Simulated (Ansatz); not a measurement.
A run of Ansatz 0.2.0 is set up as follows.

File input.yaml:

```yaml
crystal:
  lattice:
    - [0.0, 2.9305, 2.9305]
    - [2.9305, 0.0, 2.9305]
    - [2.9305, 2.9305, 0.0]
  atoms:
    - { symbol: In, position: [0.0, 0.0, 0.0] }
    - { symbol: P, position: [0.75, 0.75, 0.75] }
hamiltonian:
  xc: r2scan
  pseudopotentials: { kind: paw_fr }
  dispersion: rvv10
magnetization:
  noncollinear: true
  spin_orbit: true
kpoints:
  mp_grid: { grid: [6, 6, 6] }
scf:
  occupations: { method: gaussian, width: 0.05 }
output:
  forces: true
  stress: true
  eigenvalues: true
```

Potentials or basis: Ansatz PAW.

Launch:

```sh
$ ansatz run input.yaml --threads 2 --pin off --max-ram 5632MiB --backend cpu --events-out ev --progress --plain --runs-dir out
```

Problem. Predict the band gap on the k mesh.

Solution. 1.11 eV, direct.

Problem. Predict the pressure.

Solution. 0.9 GPa.

Caveat: the PAW data sets come from PBE, with cores solved anew for the run's functional, which leaves a small shift of forces and pressure.

**The experiment to reproduce.**

A printed reference work, data compilation reports, for a bulk crystal of InP at 1.6 K: band gap 1.4236 eV (direct).

Measured gap of InP: 1.4236 eV (direct; 1.6 K; a printed reference work, data compilation). This calculation gives 1.11 eV (-0.32 eV). The value is that of r2SCAN+rVV10, without temperature or zero-point motion.
